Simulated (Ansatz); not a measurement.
## Ti2O: what the smearing entropy tells about the Fermi level

These are results of DFT r2SCAN, scalar-relativistic, plane waves, PAW in Ansatz 0.2.0, not measurements.

```
Ti O
1.0
     2.91940    0.00000    0.00000
    -1.45970    2.52827    0.00000
     0.00000    0.00000    4.71300
Ti O
2 1
Cartesian
  1.4597 0.8428 1.3137
  0.0000 1.6855 3.3993
  0.0000 0.0000 0.0000
```

```json
{
 "plane-wave cutoff": "500 eV",
 "Γ-centred k-mesh": "18×18×10",
 "spin treatment": "unpolarised"
}
```

The same metal under several smearings of width σ, on one mesh. F is the free energy, TS the smearing's entropy term for the cell of 3 atoms, and E = F + TS. Gaussian occupations are ½ erfc[(ε − μ)/σ], and N counts both spins.

```csv
rule,σ (eV),F − F(narrowest) (meV/atom),TS (meV/cell)
Fermi–Dirac,0.02,-0.152,1.050
Fermi–Dirac,0.2,-19.890,141.137
Fermi–Dirac,0.3,-54.239,417.093
Gaussian,0.02,0.000,0.181
Gaussian,0.1,-0.637,3.925
Gaussian,0.3,-5.902,36.508
```

Task: For a density of states N (both spins) that is flat over the smeared range, TS = Nσ²/2 (Gaussian) and (π²/3)Nσ² (Fermi–Dirac). What N does each run give?

Result:
```
       rule  σ (eV) N (states/eV a cell)
Fermi–Dirac    0.02                  0.80
Fermi–Dirac     0.2                  1.07
Fermi–Dirac     0.3                  1.41
   Gaussian    0.02                  0.90
   Gaussian     0.1                  0.79
   Gaussian     0.3                  0.81
```

Equal entropy needs σ_Gauss = π√(2/3) σ_FD = 2.57 σ_FD, so a Fermi–Dirac width acts like a Gaussian one 2.57 times as large. At moderate widths N lies between 0.79 and 0.81, nearly constant, so the density of states is smooth near the Fermi level and the mesh resolves it. At the narrowest widths only the few mesh levels within σ of μ count, so N can scatter there.

Task: To second order F = E0 − TS/2 and E = E0 + TS/2. How well does E0 = (E + F)/2 undo the smearing?

Result:
| rule | σ (eV) | F − E0(narrowest) (meV/atom) | (E + F)/2 − E0(narrowest) (meV/atom) |
| --- | --- | --- | --- |
| Fermi–Dirac | 0.02 | -0.18 | -0.01 |
| Fermi–Dirac | 0.2 | -19.92 | 3.60 |
| Fermi–Dirac | 0.3 | -54.27 | 15.25 |
| Gaussian | 0.02 | -0.03 | 0.00 |
| Gaussian | 0.1 | -0.67 | -0.01 |
| Gaussian | 0.3 | -5.93 | 0.15 |

At Gaussian 0.3 eV the free energy is off by -5.93 meV/atom and the mean by 0.15. What remains is of order σ⁴ plus the mesh error of the narrowest run, which is no exact reference. Forces and stress are derivatives of F, not of E0, so they keep the σ² error.

7 further runs of this set aren't shown.

The flat density of states holds only close to the Fermi level. The broad Fermi–Dirac runs give an apparent N of 1.07 and then 1.41 states/eV a cell, against 0.81 for the widest Gaussian, so the extra entropy must come from states farther out. This suggests that the Fermi level lies in a shallow valley of the density of states. In a metal-rich titanium oxide the O 2p band is filled and lies well below, so the states around the valley are probably Ti 3d, split by Ti–Ti and Ti–O interactions.

The same upward curvature explains why (E + F)/2 ends up too high with broad Fermi–Dirac smearing: averaging cancels the quadratic term, but not the contribution from a density of states that rises away from the Fermi level. The residual of 15.25 meV/atom is therefore mainly a band-structure effect, amplified by the long Fermi–Dirac tails. The entropy alone can't show whether the additional weight lies above or below the Fermi level.
